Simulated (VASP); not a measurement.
# TiAl (Pm-3m) in VASP: a series of runs

The runs below take TiAl through single point, with PBE.

Program: VASP 6.6.1. These are calculated values, not measurements. Logs are shortened: lines on timing, memory, paths and dates and some standing lists are left out, and cuts for length are marked.

### Step 1. The cell of the first run

It takes space group Pm-3m (No. 221, cubic). Conventional cell: a = 3.179 Å, b = 3.179 Å, c = 3.179 Å, α = 90.00°, β = 90.00°, γ = 90.00°. Around Ti (site symmetry m-3m) lie 8 Al at 2.75 Å. Al (site symmetry m-3m) is surrounded by 8 Ti at 2.75 Å.

The cell comes from a database or a generator and needn't be the stable form of this composition.

### Step 2. Single point, PBE (the perfect cell under the smearing of 1200 K)

File INCAR:

```
SYSTEM = TiAl
PREC = Accurate
ENCUT = 520
EDIFF = 1E-7
ISMEAR = -1
SIGMA = 0.1034
LREAL = Auto
LASPH = .True.
NELM = 100
ALGO = Fast
ISIF = 2
LWAVE = .False.
LCHARG = .False.
GGA = PE
NBANDS = 74
```

File KPOINTS:

```
Automatic mesh
0
Gamma
  2 2 2
  0.5 0.5 0.5
```

File POSCAR:

```
TiAl
1.0
    0.0000000000      0.0000000000      6.3581280000
    6.3581280000      0.0000000000      0.0000000000
    0.0000000000      6.3581280000      0.0000000000
Ti Al
8 8
Direct
    0.0000000000      0.0000000000      0.0000000000
    0.5000000000      0.0000000000      0.0000000000
    0.0000000000      0.0000000000      0.5000000000
    0.5000000000      0.0000000000      0.5000000000
    0.0000000000      0.5000000000      0.0000000000
    0.5000000000      0.5000000000      0.0000000000
    0.0000000000      0.5000000000      0.5000000000
    0.5000000000      0.5000000000      0.5000000000
    0.2500000000      0.2500000000      0.2500000000
    0.7500000000      0.2500000000      0.2500000000
    0.2500000000      0.2500000000      0.7500000000
    0.7500000000      0.2500000000      0.7500000000
    0.2500000000      0.7500000000      0.2500000000
    0.7500000000      0.7500000000      0.2500000000
    0.2500000000      0.7500000000      0.7500000000
    0.7500000000      0.7500000000      0.7500000000
```

Potentials or basis: VASP PAW PBE potentials, release 64 (Ti_sv, Al).

Command:

```bash
cat potpaw_PBE.64/Ti_sv/POTCAR potpaw_PBE.64/Al/POTCAR > POTCAR
mpirun -np 1 vasp_std > vasp.out
```

OUTCAR:

```text
SYSTEM = TiAl
   PREC = Accurate
   ENCUT = 520
   EDIFF = 1E-7
   ISMEAR = -1
   LREAL = Auto
   LASPH = .True.
   NELM = 100
   ISIF = 2
   GGA = PE

 ion  position               nearest neighbor table
   1  0.000  0.000  0.000-   9 2.75  10 2.75  11 2.75  12 2.75  13 2.75  14 2.75  15 2.75  16 2.75

   2  0.500  0.000  0.000-   9 2.75  10 2.75  11 2.75  12 2.75  13 2.75  14 2.75  15 2.75  16 2.75

   3  0.000  0.000  0.500-   9 2.75  10 2.75  11 2.75  12 2.75  13 2.75  14 2.75  15 2.75  16 2.75

   4  0.500  0.000  0.500-   9 2.75  10 2.75  11 2.75  12 2.75  13 2.75  14 2.75  15 2.75  16 2.75

   5  0.000  0.500  0.000-   9 2.75  10 2.75  11 2.75  12 2.75  13 2.75  14 2.75  15 2.75  16 2.75

   6  0.500  0.500  0.000-   9 2.75  10 2.75  11 2.75  12 2.75  13 2.75  14 2.75  15 2.75  16 2.75

   7  0.000  0.500  0.500-   9 2.75  10 2.75  11 2.75  12 2.75  13 2.75  14 2.75  15 2.75  16 2.75

   8  0.500  0.500  0.500-   9 2.75  10 2.75  11 2.75  12 2.75  13 2.75  14 2.75  15 2.75  16 2.75

   9  0.250  0.250  0.250-   1 2.75   2 2.75   3 2.75   4 2.75   5 2.75   6 2.75   7 2.75   8 2.75
                            10 3.18  11 3.18  13 3.18  11 3.18  13 3.18  10 3.18
  10  0.750  0.250  0.250-   1 2.75   2 2.75   3 2.75   4 2.75   5 2.75   6 2.75   7 2.75   8 2.75
                             9 3.18  12 3.18  14 3.18  12 3.18  14 3.18   9 3.18
  11  0.250  0.250  0.750-   1 2.75   2 2.75   3 2.75   4 2.75   5 2.75   6 2.75   7 2.75   8 2.75
                             9 3.18  12 3.18  15 3.18   9 3.18  15 3.18  12 3.18
  12  0.750  0.250  0.750-   1 2.75   2 2.75   3 2.75   4 2.75   5 2.75   6 2.75   7 2.75   8 2.75
                            10 3.18  11 3.18  16 3.18  10 3.18  16 3.18  11 3.18
  13  0.250  0.750  0.250-   1 2.75   2 2.75   3 2.75   4 2.75   5 2.75   6 2.75   7 2.75   8 2.75
                             9 3.18  14 3.18  15 3.18  15 3.18   9 3.18  14 3.18
  14  0.750  0.750  0.250-   1 2.75   2 2.75   3 2.75   4 2.75   5 2.75   6 2.75   7 2.75   8 2.75
                            10 3.18  13 3.18  16 3.18  16 3.18  10 3.18  13 3.18
  15  0.250  0.750  0.750-   1 2.75   2 2.75   3 2.75   4 2.75   5 2.75   6 2.75   7 2.75   8 2.75
                            11 3.18  13 3.18  16 3.18  13 3.18  11 3.18  16 3.18
  16  0.750  0.750  0.750-   1 2.75   2 2.75   3 2.75   4 2.75   5 2.75   6 2.75   7 2.75   8 2.75
                            12 3.18  14 3.18  15 3.18  14 3.18  12 3.18  15 3.18

  LATTYP: Found a simple cubic cell.
 ALAT       =     6.3581280000

  Lattice vectors:

 A1 = (   0.0000000000,   0.0000000000,   6.3581280000)
 A2 = (   6.3581280000,   0.0000000000,   0.0000000000)
 A3 = (   0.0000000000,   6.3581280000,   0.0000000000)

Analysis of symmetry for initial positions (statically):
=====================================================================
 Subroutine PRICEL returns following result:

  LATTYP: Found a simple cubic cell.
 ALAT       =     3.1790640000

  Lattice vectors:

 A1 = (   0.0000000000,   0.0000000000,   3.1790640000)
 A2 = (   3.1790640000,   0.0000000000,   0.0000000000)
 A3 = (   0.0000000000,   3.1790640000,   0.0000000000)

   8 primitive cells build up your supercell.

 Routine SETGRP: Setting up the symmetry group for a
 simple cubic supercell.

 Subroutine GETGRP returns: Found 48 space group operations
 (whereof 48 operations were pure point group operations)
 out of a pool of 48 trial point group operations.

The static configuration has the point symmetry O_h .

Analysis of symmetry for dynamics (positions and initial velocities):
=====================================================================
 Subroutine PRICEL returns following result:

  LATTYP: Found a simple cubic cell.
 ALAT       =     3.1790640000

  Lattice vectors:

 A1 = (   0.0000000000,   0.0000000000,   3.1790640000)
 A2 = (   3.1790640000,   0.0000000000,   0.0000000000)
 A3 = (   0.0000000000,   3.1790640000,   0.0000000000)

   8 primitive cells build up your supercell.

 Routine SETGRP: Setting up the symmetry group for a
 simple cubic supercell.

 Subroutine GETGRP returns: Found 48 space group operations
 (whereof 48 operations were pure point group operations)
 out of a pool of 48 trial point group operations.

The dynamic configuration has the point symmetry O_h .

 Subroutine INISYM returns: Found 48 space group operations
 (whereof 48 operations are pure point group operations),
 and found     8 'primitive' translations

----------------------------------------------------------------------------------------

                                     Primitive cell

  volume of cell :      32.1290

  direct lattice vectors                    reciprocal lattice vectors
     0.000000000  0.000000000  3.179064000     0.000000000  0.000000000  0.314557996
     3.179064000  0.000000000  0.000000000     0.314557996  0.000000000  0.000000000
     0.000000000  3.179064000  0.000000000     0.000000000  0.314557996  0.000000000

  length of vectors
     3.179064000  3.179064000  3.179064000     0.314557996  0.314557996  0.314557996

  position of ions in fractional coordinates (direct lattice)
     0.000000000  0.000000000  0.000000000
     0.500000000  0.500000000  0.500000000

  ion indices of the primitive-cell ions
   primitive index   ion index
                 1           1
                 2           9

----------------------------------------------------------------------------------------

 KPOINTS: Automatic mesh

Automatic generation of k-mesh.
 Grid dimensions read from file:
 generate k-points for:    2    2    2

 Generating k-lattice:

  Cartesian coordinates                     Fractional coordinates (reciprocal lattice)
     0.000000000  0.000000000  0.078639499     0.500000000  0.000000000  0.000000000
     0.078639499  0.000000000  0.000000000     0.000000000  0.500000000  0.000000000
     0.000000000  0.078639499  0.000000000     0.000000000  0.000000000  0.500000000

  Length of vectors
     0.078639499  0.078639499  0.078639499

  Shift w.r.t. Gamma in fractional coordinates (k-lattice)
     0.500000000  0.500000000  0.500000000

 Subroutine IBZKPT returns following result:
 ===========================================

 Found      1 irreducible k-points:

 Following reciprocal coordinates:
            Coordinates               Weight
  0.250000  0.250000  0.250000      8.000000
   k-points           NKPTS =      1   k-points in BZ     NKDIM =      1   number of bands    NBANDS=     74
   number of dos      NEDOS =    301   number of ions     NIONS =     16
   total plane-waves  NPLWV = 110592
   dimension x,y,z NGX =    48 NGY =   48 NGZ =   48
   dimension x,y,z NGXF=    96 NGYF=   96 NGZF=   96
   ions per type =               8   8
   NGX,Y,Z   is equivalent  to a cutoff of  12.55, 12.55, 12.55 a.u.
   NGXF,Y,Z  is equivalent  to a cutoff of  25.10, 25.10, 25.10 a.u.
 SYSTEM =  TiAl
   PREC   = accura    normal or accurate (medium, high low for compatibility)
   ISTART =      0    job   : 0-new  1-cont  2-samecut
   ICHARG =      2    charge: 1-file 2-atom 10-const
   ISPIN  =      1    spin polarized calculation?
   LNONCOLLINEAR =      F non collinear calculations
   LSORBIT =      F    spin-orbit coupling
   LASPH  =      T    aspherical Exc in radial PAW
   ENCUT  =  520.0 eV  38.22 Ry    6.18 a.u.  11.82 11.82 11.82*2*pi/ulx,y,z
   NELM   =    100;   NELMIN=  2; NELMDL= -5     # of ELM steps
   EDIFF  = 0.1E-06   stopping-criterion for ELM
   LREAL  =      T    real-space projection
   EDIFFG = 0.1E-05   stopping-criterion for IOM
   NSW    =      0    number of steps for IOM
   IBRION =     -1    ionic relax: 0-MD 1-quasi-New 2-CG
   NFREE  =      0    steps in history (QN), initial steepest desc. (CG)
   ISIF   =      2    stress and relaxation
   ISYM   =      2    0-nonsym 1-usesym 2-fastsym
   POTIM  = 0.5000    time-step for ionic-motion
   TEBEG  =    0.0;   TEEND  =   0.0 temperature during run
   PSTRESS=    0.0 pullay stress
   NELECT =     120.0000    total number of electrons
   NUPDOWN=      -1.0000    fix difference up-down
   EMIN   =  10.00;   EMAX   =-10.00  energy-range for DOS
   EFERMI =   0.00;   METHOD = LEGACY
   ISMEAR =    -1;   SIGMA  =   0.10  broadening in eV -4-tet -1-fermi 0-gaus
   EFERMI_NEDOS =   21; number of points for ismear=-14 and -15
   IALGO  =     68    algorithm
   IMIX   =      4    mixing-type and parameters
     AMIX     =   0.40;   BMIX     =  1.00
     AMIX_MAG =   1.60;   BMIX_MAG =  1.00
  volume/ion in A,a.u.               =      16.06       108.41
  Fermi-wavevector in a.u.,A,eV,Ry     =   1.270007  2.399964 21.945065  1.612917
  Thomas-Fermi vector in A             =   2.403017
   LORBIT       =      0    0 simple, 1 ext, 2 COOP (PROOUT), +10 PAW based schemes
   GGA     = PE    functional components
   LHFCALC =     F    Hartree Fock is set to
   AEXX    =    0.0000 exact exchange contribution
   IVDW    =     0    specifies the selected vdW correction
   LEPSILON=     F    determine dielectric tensor
   LRPA    =     F    only Hartree local field effects (RPA)
 non-spin polarized calculation
 RMM-DIIS sequential band-by-band and
  energy-cutoff  :      520.00
  volume of cell :      257.03
 maximum number of plane-waves:      6935
 NGX is ok and might be reduce to    48
   NGX = 23   NGY = 23   NGZ = 23

 number of electron     119.9999951 magnetization

 Free energy of the ion-electron system (eV)
  ---------------------------------------------------
  ext. energy  EPLUGINS =         0.00000000
  ---------------------------------------------------
  free energy    TOTEN  =       -97.21967832 eV

  energy without entropy =      -96.58014311  energy(sigma->0) =      -96.89991071

 E-fermi :   8.7481     XC(G=0): -11.0835

 val. band max:        8.4973001360   @ k =   0.2500   0.2500   0.2500
 cond. band min:       8.7888892143   @ k =   0.2500   0.2500   0.2500
 fundamental gap:      0.2915890783
 Fermi energy:         8.7481094232

 k-point     1 :       0.2500    0.2500    0.2500
  band No.  band energies     occupation
      1     -48.0403      2.00000
      2     -48.0299      2.00000
      3     -48.0299      2.00000
      4     -48.0299      2.00000
      5     -48.0197      2.00000
      6     -48.0197      2.00000
[... 64 lines left out ...]
     71       9.7487      0.00013
     72       9.7522      0.00012
 [bands above 72 left out]

------------------------ aborting loop because EDIFF is reached ----------------------------------------

  FORCE on cell =-STRESS in cart. coord.  units (eV):
  Direction    XX          YY          ZZ          XY          YZ          ZX
  --------------------------------------------------------------------------------------
  -------------------------------------------------------------------------------------
  Total        0.6486963      0.6486963      0.6486963      0.0000000     -0.0000000      0.0000000
  in kB        4.0435626      4.0435626      4.0435626      0.0000000     -0.0000000      0.0000000
  external PRESSURE =       4.0435626 kB  Pullay stress =       0.0000000 kB

 VOLUME and BASIS-vectors are now :
 -----------------------------------------------------------------------------
  energy-cutoff  :      520.00
  volume of cell :      257.03
      direct lattice vectors                 reciprocal lattice vectors
     0.000000000  0.000000000  6.358128000     0.000000000  0.000000000  0.157278998
     6.358128000  0.000000000  0.000000000     0.157278998  0.000000000  0.000000000
     0.000000000  6.358128000  0.000000000     0.000000000  0.157278998  0.000000000

 POSITION                                       TOTAL-FORCE (eV/Angst)
 -----------------------------------------------------------------------------------
      0.00000      0.00000      0.00000        -0.000000     -0.000000      0.000000
      0.00000      0.00000      3.17906        -0.000000      0.000000      0.000000
      0.00000      3.17906      0.00000         0.000000     -0.000000     -0.000000
      0.00000      3.17906      3.17906         0.000000     -0.000000      0.000000
      3.17906      0.00000      0.00000         0.000000      0.000000      0.000000
      3.17906      0.00000      3.17906        -0.000000      0.000000      0.000000
[... 8 lines left out ...]
      4.76860      4.76860      1.58953         0.000000     -0.000000      0.000000
      4.76860      4.76860      4.76860         0.000000     -0.000000      0.000000
 -----------------------------------------------------------------------------------
    total drift:                                0.000000      0.000000      0.000000

  FREE ENERGIE OF THE ION-ELECTRON SYSTEM (eV)
  ---------------------------------------------------
  free  energy   TOTEN  =       -97.2196783200 eV

  energy  without entropy=      -96.5801431077  energy(sigma->0) =      -96.89991071
```

Run time: 3.1 min. Hardware: 1 thread of Intel Xeon Platinum 8488C (Sapphire Rapids), shared host; peak memory 0.32 GiB.

What came out:

```
Free energy            : -97.2197 eV
Pressure               : 0.4 GPa
Band gap on the k mesh : 0.29 eV
```

A k mesh can miss the band edges.

### Step 3. Single point, PBE (the relaxed cell repeated 8 times, on the trajectory's mesh)

File INCAR:

```
SYSTEM = TiAl
ALGO = Fast
EDIFF = 1E-6
ENCUT = 520
GGA = PE
ISIF = 2
ISMEAR = 0
ISYM = 0
LASPH = .TRUE.
LCHARG = .TRUE.
LELF = .TRUE.
LREAL = Auto
LVHAR = .TRUE.
LWAVE = .FALSE.
NBANDS = 74
NELM = 100
PREC = Accurate
SIGMA = 0.1
```

KPOINTS is that of step 2.

POSCAR is that of step 2.

Potentials or basis: VASP PAW PBE potentials, release 64 (Ti_sv, Al).

Command:

```bash
cat potpaw_PBE.64/Ti_sv/POTCAR potpaw_PBE.64/Al/POTCAR > POTCAR
mpirun -np 1 vasp_std > vasp.out
```

OUTCAR:

```text
SYSTEM = TiAl
   EDIFF = 1E-6
   ENCUT = 520
   GGA = PE
   ISIF = 2
   ISMEAR = 0
   ISYM = 0
   LASPH = .TRUE.
   LREAL = Auto
   NELM = 100
   PREC = Accurate

 ion  position               nearest neighbor table
   1  0.000  0.000  0.000-   9 2.75  10 2.75  11 2.75  12 2.75  13 2.75  14 2.75  15 2.75  16 2.75

   2  0.500  0.000  0.000-   9 2.75  10 2.75  11 2.75  12 2.75  13 2.75  14 2.75  15 2.75  16 2.75

   3  0.000  0.000  0.500-   9 2.75  10 2.75  11 2.75  12 2.75  13 2.75  14 2.75  15 2.75  16 2.75
[... 13 lines left out ...]
  10  0.750  0.250  0.250-   1 2.75   2 2.75   3 2.75   4 2.75   5 2.75   6 2.75   7 2.75   8 2.75
                             9 3.18  12 3.18  14 3.18  12 3.18  14 3.18   9 3.18
  11  0.250  0.250  0.750-   1 2.75   2 2.75   3 2.75   4 2.75   5 2.75   6 2.75   7 2.75   8 2.75
                             9 3.18  12 3.18  15 3.18   9 3.18  15 3.18  12 3.18
  12  0.750  0.250  0.750-   1 2.75   2 2.75   3 2.75   4 2.75   5 2.75   6 2.75   7 2.75   8 2.75
                            10 3.18  11 3.18  16 3.18  10 3.18  16 3.18  11 3.18
  13  0.250  0.750  0.250-   1 2.75   2 2.75   3 2.75   4 2.75   5 2.75   6 2.75   7 2.75   8 2.75
                             9 3.18  14 3.18  15 3.18  15 3.18   9 3.18  14 3.18
  14  0.750  0.750  0.250-   1 2.75   2 2.75   3 2.75   4 2.75   5 2.75   6 2.75   7 2.75   8 2.75
                            10 3.18  13 3.18  16 3.18  16 3.18  10 3.18  13 3.18
[... 463 lines left out ...]
     71       9.7402      0.00000
     72       9.7572      0.00000
 [bands above 72 left out]

------------------------ aborting loop because EDIFF is reached ----------------------------------------

  FORCE on cell =-STRESS in cart. coord.  units (eV):
  Direction    XX          YY          ZZ          XY          YZ          ZX
  --------------------------------------------------------------------------------------
  -------------------------------------------------------------------------------------
  Total        0.5003072      0.4993271      0.5000651      0.0008036     -0.0013426      0.0023280
  in kB        3.1185993      3.1124900      3.1170900      0.0050090     -0.0083689      0.0145115
  external PRESSURE =       3.1160598 kB  Pullay stress =       0.0000000 kB

 VOLUME and BASIS-vectors are now :
 -----------------------------------------------------------------------------
  energy-cutoff  :      520.00
  volume of cell :      257.03
      direct lattice vectors                 reciprocal lattice vectors
     0.000000000  0.000000000  6.358128000     0.000000000  0.000000000  0.157278998
     6.358128000  0.000000000  0.000000000     0.157278998  0.000000000  0.000000000
     0.000000000  6.358128000  0.000000000     0.000000000  0.157278998  0.000000000

 POSITION                                       TOTAL-FORCE (eV/Angst)
 -----------------------------------------------------------------------------------
      0.00000      0.00000      0.00000        -0.000065     -0.000110      0.000172
      0.00000      0.00000      3.17906        -0.000004     -0.000184     -0.000220
      0.00000      3.17906      0.00000         0.000113     -0.000003     -0.000109
      0.00000      3.17906      3.17906         0.000058      0.000173      0.000045
      3.17906      0.00000      0.00000         0.000024     -0.000018     -0.000112
      3.17906      0.00000      3.17906         0.000059      0.000120      0.000028
[... 8 lines left out ...]
      4.76860      4.76860      1.58953         0.000043     -0.000161      0.000128
      4.76860      4.76860      4.76860        -0.000034     -0.000121     -0.000053
 -----------------------------------------------------------------------------------
    total drift:                                0.000067      0.000222      0.000065

  FREE ENERGIE OF THE ION-ELECTRON SYSTEM (eV)
  ---------------------------------------------------
  free  energy   TOTEN  =       -96.9117714885 eV

  energy  without entropy=      -96.7572902147  energy(sigma->0) =      -96.83453085
```

stdout:

```text
POSCAR found type information on POSCAR TiAl
 POSCAR found :  2 types and      16 ions
 scaLAPACK will be used
 LDA part: xc-table for (Slater+PW92), standard interpolation
 POSCAR, INCAR and KPOINTS ok, starting setup
 FFT: planning ... GRIDC
 FFT: planning ... GRID_SOFT
 FFT: planning ... GRID
 WAVECAR not read
 entering main loop
WARNING in EDDRMM: call to ZHEGV failed, returncode =   8  4     44
WARNING in EDDRMM: call to ZHEGV failed, returncode =   8  4     67
WARNING in EDDRMM: call to ZHEGV failed, returncode =   8  4     31
WARNING in EDDRMM: call to ZHEGV failed, returncode =   8  4     60
WARNING in EDDRMM: call to ZHEGV failed, returncode =   6  3     46
WARNING in EDDRMM: call to ZHEGV failed, returncode =   6  3     34
WARNING in EDDRMM: call to ZHEGV failed, returncode =   8  4     70
```

Run time: 5 min. Hardware: 1 thread of Intel Xeon Platinum 8488C (Sapphire Rapids), shared host; peak memory 0.34 GiB.

What came out:

* Free energy: -96.9118 eV
* Pressure: 0.3 GPa
* Band gap on the k mesh: 0.29 eV

A k mesh can miss the band edges.
